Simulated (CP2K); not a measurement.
The system is Nb.

```xyz
1
Lattice="2.8820 0.0000 0.0000 -0.9607 2.7172 0.0000 -0.9607 -1.3586 2.3532" Properties=species:S:1:pos:R:3 pbc="T T T"
Nb    0.0000    0.0000    0.0000
```

Base run:

```yaml
Program: CP2K 2026.2
Functional: RPBE
Potentials_or_basis: POTENTIAL_UZH Nb GTH-PBE-q13; TZVP-MOLOPT-PBE-GTH basis
Density_cutoff: 9184 eV
k_mesh: 11 × 11 × 11
Occupations: fermi-dirac, width 0.05 eV
Spin: no spin polarisation
```

Its results: band gap on the k mesh none (metal or under the smearing width); pressure 1.5 GPa.

Question: The run is repeated on the same cell with these changes: functional from RPBE to OLYP. What comes out?

Answer: Band gap on the k mesh none (metal or under the smearing width); pressure -4.3 GPa.

Caveats: the potentials were made for another functional, which shifts forces and pressure; the basis of atomic orbitals isn't converged, which shifts pressures, moduli and gaps.
